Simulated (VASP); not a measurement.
# HfN (P6_3/mmc) in VASP: a series of runs

The runs below take HfN through single point, with PBE.

Everything below comes from runs of VASP 6.6.1. Logs are shortened: lines on timing, memory, paths and dates and some standing lists are left out, and cuts for length are marked.

**1. The structure**

It takes space group P6_3/mmc (No. 194, hexagonal). The conventional cell has a = 3.134 Å, b = 3.134 Å, c = 5.417 Å, α = 90.00°, β = 90.00°, γ = 120.00°. Hf (site symmetry -6m2) has 6 N at 2.26 Å as nearest neighbours. N (site symmetry -3m) is surrounded by 6 Hf at 2.26 Å.

The cell comes from a database or a generator and needn't be the stable form of this composition.

**2. Single point, PBE**

INCAR

```
ALGO = Fast
EDIFF = 1E-7
ENCUT = 450
GGA = PE
ISIF = 2
ISMEAR = 0
LASPH = T
LCHARG = F
LREAL = F
LWAVE = F
NELM = 60
PREC = Accurate
SIGMA = 0.02
```

KPOINTS

```
k-points
0
Gamma
  5 5 3
```

POSCAR

```
HfN
1.0
    3.1339080219      0.0000000000      0.0000000000
   -1.5669540110      2.7140439601      0.0000000000
    0.0000000000      0.0000000000      5.4167677200
Hf N
2 2
Direct
    0.3333333333      0.6666666667      0.2500000000
    0.6666666667      0.3333333333      0.7500000000
    0.0000000000      0.0000000000      0.5000000000
    0.0000000000      0.0000000000      0.0000000000
```

Potentials or basis: VASP PAW PBE potentials, release 64 (Hf_sv_GW, N_GW).

Run with:

```console
$ cat potpaw_PBE.64/Hf_sv_GW/POTCAR potpaw_PBE.64/N_GW/POTCAR > POTCAR
$ mpirun -np 1 vasp_std > vasp.out
```

OUTCAR:

```text
EDIFF = 1E-7
   ENCUT = 450
   GGA = PE
   ISIF = 2
   ISMEAR = 0
   LASPH = T
   LREAL = F
   NELM = 60
   PREC = Accurate

 ion  position               nearest neighbor table
   1  0.333  0.667  0.250-   3 2.26   4 2.26   3 2.26   4 2.26   3 2.26   4 2.26   2 3.26   2 3.26
                             2 3.26   2 3.26   2 3.26   2 3.26
   2  0.667  0.333  0.750-   3 2.26   4 2.26   3 2.26   4 2.26   3 2.26   4 2.26   1 3.26   1 3.26
                             1 3.26   1 3.26   1 3.26   1 3.26
   3  0.000  0.000  0.500-   1 2.26   2 2.26   2 2.26   1 2.26   2 2.26   1 2.26
   4  0.000  0.000  0.000-   1 2.26   2 2.26   2 2.26   1 2.26   2 2.26   1 2.26

  LATTYP: Found a hexagonal cell.
 ALAT       =     3.1339080219
 C/A-ratio  =     1.7284386402

  Lattice vectors:

 A1 = (   3.1339080219,   0.0000000000,   0.0000000000)
 A2 = (  -1.5669540110,   2.7140439601,   0.0000000000)
 A3 = (   0.0000000000,   0.0000000000,   5.4167677200)

Analysis of symmetry for initial positions (statically):
=====================================================================
 Subroutine PRICEL returns:
 Original cell was already a primitive cell.

 Routine SETGRP: Setting up the symmetry group for a
 hexagonal supercell.

 Subroutine GETGRP returns: Found 24 space group operations
 (whereof 12 operations were pure point group operations)
 out of a pool of 24 trial point group operations.

The static configuration has the point symmetry D_3d.
 The point group associated with its full space group is D_6h.

Analysis of symmetry for dynamics (positions and initial velocities):
=====================================================================
 Subroutine PRICEL returns:
 Original cell was already a primitive cell.

 Routine SETGRP: Setting up the symmetry group for a
 hexagonal supercell.

 Subroutine GETGRP returns: Found 24 space group operations
 (whereof 12 operations were pure point group operations)
 out of a pool of 24 trial point group operations.

The dynamic configuration has the point symmetry D_3d.
 The point group associated with its full space group is D_6h.

 Subroutine INISYM returns: Found 24 space group operations
 (whereof 12 operations are pure point group operations),
 and found     1 'primitive' translations

----------------------------------------------------------------------------------------

                                     Primitive cell
[... 80 lines left out ...]
   EDIFF  = 0.1E-06   stopping-criterion for ELM
   LREAL  =      F    real-space projection
   EDIFFG = 0.1E-05   stopping-criterion for IOM
   NSW    =      0    number of steps for IOM
   IBRION =     -1    ionic relax: 0-MD 1-quasi-New 2-CG
   NFREE  =      0    steps in history (QN), initial steepest desc. (CG)
   ISIF   =      2    stress and relaxation
   ISYM   =      2    0-nonsym 1-usesym 2-fastsym
   POTIM  = 0.5000    time-step for ionic-motion
   TEBEG  =    0.0;   TEEND  =   0.0 temperature during run
   PSTRESS=    0.0 pullay stress
   NELECT =      34.0000    total number of electrons
   NUPDOWN=      -1.0000    fix difference up-down
   EMIN   =  10.00;   EMAX   =-10.00  energy-range for DOS
   EFERMI =   0.00;   METHOD = LEGACY
   ISMEAR =     0;   SIGMA  =   0.02  broadening in eV -4-tet -1-fermi 0-gaus
   EFERMI_NEDOS =   21; number of points for ismear=-14 and -15
   IALGO  =     68    algorithm
   IMIX   =      4    mixing-type and parameters
     AMIX     =   0.40;   BMIX     =  1.00
     AMIX_MAG =   1.60;   BMIX_MAG =  1.00
  volume/ion in A,a.u.               =      11.52        77.73
  Fermi-wavevector in a.u.,A,eV,Ry     =   1.479404  2.795668 29.778190  2.188635
  Thomas-Fermi vector in A             =   2.593566
   LORBIT       =      0    0 simple, 1 ext, 2 COOP (PROOUT), +10 PAW based schemes
   GGA     = PE    functional components
   LHFCALC =     F    Hartree Fock is set to
   AEXX    =    0.0000 exact exchange contribution
   IVDW    =     0    specifies the selected vdW correction
   LEPSILON=     F    determine dielectric tensor
   LRPA    =     F    only Hartree local field effects (RPA)
 non-spin polarized calculation
 RMM-DIIS sequential band-by-band and
 Gauss-broadening in eV      SIGMA  =   0.02
  energy-cutoff  :      450.00
  volume of cell :       46.07
 maximum number of plane-waves:      1021
 NGX is ok and might be reduce to    24
   NGX = 11   NGY = 11   NGZ = 19

 number of electron      33.9999989 magnetization

 Free energy of the ion-electron system (eV)
  ---------------------------------------------------
  ext. energy  EPLUGINS =         0.00000000
  ---------------------------------------------------
  free energy    TOTEN  =       -48.95327508 eV

  energy without entropy =      -48.95202814  energy(sigma->0) =      -48.95265161

 E-fermi :  12.1694     XC(G=0): -13.1618

 val. band max:       11.1966806557   @ k =   0.4000   0.2000   0.3333
 cond. band min:      12.1844971804   @ k =   0.4000   0.0000   0.3333
 fundamental gap:      0.9878165247
 Fermi energy:        12.1693688645

 k-point     1 :       0.0000    0.0000    0.0000
  band No.  band energies     occupation
      1     -50.6753      2.00000
      2     -50.6271      2.00000
      3     -20.0006      2.00000
      4     -19.1415      2.00000
      5     -19.0429      2.00000
      6     -19.0429      2.00000
[... 229 lines left out ...]
     20      15.9418      0.00000
     21      17.0148      0.00000

------------------------ aborting loop because EDIFF is reached ----------------------------------------

  FORCE on cell =-STRESS in cart. coord.  units (eV):
  Direction    XX          YY          ZZ          XY          YZ          ZX
  --------------------------------------------------------------------------------------
  -------------------------------------------------------------------------------------
  Total        1.0982414      1.0982414      0.8621436     -0.0000000     -0.0000000      0.0000000
  in kB       38.1913540     38.1913540     29.9810517     -0.0000000     -0.0000000      0.0000000
  external PRESSURE =      35.4545866 kB  Pullay stress =       0.0000000 kB

 VOLUME and BASIS-vectors are now :
 -----------------------------------------------------------------------------
  energy-cutoff  :      450.00
  volume of cell :       46.07
      direct lattice vectors                 reciprocal lattice vectors
     3.133908022  0.000000000  0.000000000     0.319090411  0.184226935  0.000000000
    -1.566954011  2.714043960  0.000000000     0.000000000  0.368453870  0.000000000
     0.000000000  0.000000000  5.416767720     0.000000000  0.000000000  0.184611940

 POSITION                                       TOTAL-FORCE (eV/Angst)
 -----------------------------------------------------------------------------------
     -0.00000      1.80936      1.35419        -0.000000      0.000000      0.000000
      1.56695      0.90468      4.06258         0.000000     -0.000000      0.000000
      0.00000      0.00000      2.70838         0.000000      0.000000      0.000000
      0.00000      0.00000      0.00000         0.000000      0.000000      0.000000
 -----------------------------------------------------------------------------------
    total drift:                                0.000000     -0.000000      0.000000

  FREE ENERGIE OF THE ION-ELECTRON SYSTEM (eV)
  ---------------------------------------------------
  free  energy   TOTEN  =       -48.9532750775 eV

  energy  without entropy=      -48.9520281437  energy(sigma->0) =      -48.95265161
```

stdout:

```text
POSCAR found type information on POSCAR HfN
 POSCAR found :  2 types and       4 ions
 scaLAPACK will be used
 LDA part: xc-table for (Slater+PW92), standard interpolation
 POSCAR, INCAR and KPOINTS ok, starting setup
 FFT: planning ... GRIDC
 FFT: planning ... GRID_SOFT
 FFT: planning ... GRID
 WAVECAR not read
 entering main loop
```

Run time: 32 s. Hardware: 1 thread of AMD EPYC 7R43 (Zen 3), shared host; peak memory 0.12 GiB.

Results:

| Quantity | Value |
| --- | --- |
| Free energy | -48.9533 eV |
| Band gap on the k mesh | none (metal or under the smearing width) |

Levels at points of the mesh, in eV from the Fermi level:
```tsv
k point	band 14	band 15	band 16	band 17	band 18	band 19	band 20	band 21
(0.00, 0.00, 0.00)	-4.02	-4.02	-2.17	-1.07	0.26	0.26	0.61	1.60
```

Caveat: the k mesh is coarse (spacing up to 0.46 Å⁻¹), so the values aren't converged; the cutoff is under 1.25 times the usual one of these potentials, so pressure, stress and relaxed cells hold a basis-set (Pulay) error. The run has no spin-orbit coupling, so splittings on Hf are missing.

**3. Single point, PBE**

INCAR

```
SYSTEM = HfN
ALGO = Fast ; EDIFF = 1E-6
ENCUT = 500 ; GGA = PE
ISIF = 2 ; ISMEAR = 0
LASPH = .True. ; LCHARG = .False.
LREAL = .False. ; LWAVE = .False.
NELM = 60 ; PREC = Accurate
SIGMA = 0.02
```

KPOINTS

```
k-points
0
Gamma
  5 5 3
  0 0 0
```

POSCAR is that of step 2.

Potentials or basis: VASP PAW PBE potentials, release 64 (Hf_sv_GW, N_GW).

Run with:

```console
$ cat potpaw_PBE.64/Hf_sv_GW/POTCAR potpaw_PBE.64/N_GW/POTCAR > POTCAR
$ mpirun -np 1 vasp_std > vasp.out
```

OUTCAR:

```text
SYSTEM = HfN
   EDIFF = 1E-6
   ENCUT = 500
   GGA = PE
   ISIF = 2
   ISMEAR = 0
   LASPH = .True.
   LREAL = .False.
   NELM = 60
   PREC = Accurate

 ion  position               nearest neighbor table
   1  0.333  0.667  0.250-   3 2.26   4 2.26   3 2.26   4 2.26   3 2.26   4 2.26   2 3.26   2 3.26
                             2 3.26   2 3.26   2 3.26   2 3.26
   2  0.667  0.333  0.750-   3 2.26   4 2.26   3 2.26   4 2.26   3 2.26   4 2.26   1 3.26   1 3.26
                             1 3.26   1 3.26   1 3.26   1 3.26
   3  0.000  0.000  0.500-   1 2.26   2 2.26   2 2.26   1 2.26   2 2.26   1 2.26
   4  0.000  0.000  0.000-   1 2.26   2 2.26   2 2.26   1 2.26   2 2.26   1 2.26

  LATTYP: Found a hexagonal cell.
 ALAT       =     3.1339080219
 C/A-ratio  =     1.7284386402

  Lattice vectors:

 A1 = (   3.1339080219,   0.0000000000,   0.0000000000)
 A2 = (  -1.5669540110,   2.7140439601,   0.0000000000)
 A3 = (   0.0000000000,   0.0000000000,   5.4167677200)

Analysis of symmetry for initial positions (statically):
=====================================================================
 Subroutine PRICEL returns:
 Original cell was already a primitive cell.
[... 163 lines left out ...]

 E-fermi :  12.1682     XC(G=0): -13.1620

 val. band max:       11.1954837431   @ k =   0.4000   0.2000   0.3333
 cond. band min:      12.1831751445   @ k =   0.4000   0.0000   0.3333
 fundamental gap:      0.9876914014
 Fermi energy:        12.1681679091

 k-point     1 :       0.0000    0.0000    0.0000
  band No.  band energies     occupation
      1     -50.6862      2.00000
      2     -50.6385      2.00000
      3     -20.0043      2.00000
      4     -19.1428      2.00000
      5     -19.0453      2.00000
      6     -19.0453      2.00000
[... 229 lines left out ...]
     20      15.9480      0.00000
     21      16.9896      0.00000

------------------------ aborting loop because EDIFF is reached ----------------------------------------

  FORCE on cell =-STRESS in cart. coord.  units (eV):
  Direction    XX          YY          ZZ          XY          YZ          ZX
  --------------------------------------------------------------------------------------
  -------------------------------------------------------------------------------------
  Total        1.5564630      1.5564630      1.3130943     -0.0000000      0.0000000     -0.0000000
  in kB       54.1260127     54.1260127     45.6628660     -0.0000000      0.0000000     -0.0000000
  external PRESSURE =      51.3049638 kB  Pullay stress =       0.0000000 kB

 VOLUME and BASIS-vectors are now :
 -----------------------------------------------------------------------------
  energy-cutoff  :      500.00
  volume of cell :       46.07
      direct lattice vectors                 reciprocal lattice vectors
     3.133908022  0.000000000  0.000000000     0.319090411  0.184226935  0.000000000
    -1.566954011  2.714043960  0.000000000     0.000000000  0.368453870  0.000000000
     0.000000000  0.000000000  5.416767720     0.000000000  0.000000000  0.184611940

 POSITION                                       TOTAL-FORCE (eV/Angst)
 -----------------------------------------------------------------------------------
     -0.00000      1.80936      1.35419        -0.000000      0.000000      0.000000
      1.56695      0.90468      4.06258         0.000000     -0.000000      0.000000
      0.00000      0.00000      2.70838         0.000000      0.000000      0.000000
      0.00000      0.00000      0.00000         0.000000      0.000000      0.000000
 -----------------------------------------------------------------------------------
    total drift:                                0.000000     -0.000000      0.000000

  FREE ENERGIE OF THE ION-ELECTRON SYSTEM (eV)
  ---------------------------------------------------
  free  energy   TOTEN  =       -48.9758794226 eV

  energy  without entropy=      -48.9746378602  energy(sigma->0) =      -48.97525864
```

OSZICAR:

```text
N       E                     dE             d eps       ncg     rms          rms(c)
DAV:   1     0.328229079307E+03    0.32823E+03   -0.19991E+04   420   0.158E+03
DAV:   2    -0.335170538143E+02   -0.36175E+03   -0.35055E+03   570   0.517E+02
DAV:   3    -0.567331643314E+02   -0.23216E+02   -0.23018E+02   534   0.123E+02
[... 11 lines left out ...]
RMM:  15    -0.489758710964E+02    0.24166E-05   -0.16871E-04   554   0.568E-02    0.465E-02
RMM:  16    -0.489758763727E+02   -0.52763E-05   -0.58529E-05   501   0.302E-02    0.339E-02
RMM:  17    -0.489758778700E+02   -0.14972E-05   -0.24258E-05   377   0.144E-02    0.262E-03
RMM:  18    -0.489758788721E+02   -0.10021E-05   -0.10124E-05   350   0.892E-03    0.549E-03
RMM:  19    -0.489758794226E+02   -0.55052E-06   -0.54032E-06   316   0.468E-03
   1 F= -.48975879E+02 E0= -.48975259E+02  d E =-.124156E-02
```

stdout:

```text
POSCAR found type information on POSCAR HfN
 POSCAR found :  2 types and       4 ions
 scaLAPACK will be used
 LDA part: xc-table for (Slater+PW92), standard interpolation
 POSCAR, INCAR and KPOINTS ok, starting setup
 FFT: planning ... GRIDC
 FFT: planning ... GRID_SOFT
 FFT: planning ... GRID
 WAVECAR not read
 entering main loop
```

Run time: 13 s. Hardware: 1 thread of Intel Xeon 6975P-C (Granite Rapids), shared host; peak memory 0.15 GiB.

What came out:

| Item | Value |
| --- | --- |
| Free energy | -48.9759 eV |
| Pressure | 5.1 GPa |
| Band gap on the k mesh | none (metal or under the smearing width) |

Caveat: the k mesh is coarse (spacing up to 0.46 Å⁻¹), so the values aren't converged; the cutoff is under 1.25 times the usual one of these potentials, so pressure, stress and relaxed cells hold a basis-set (Pulay) error.
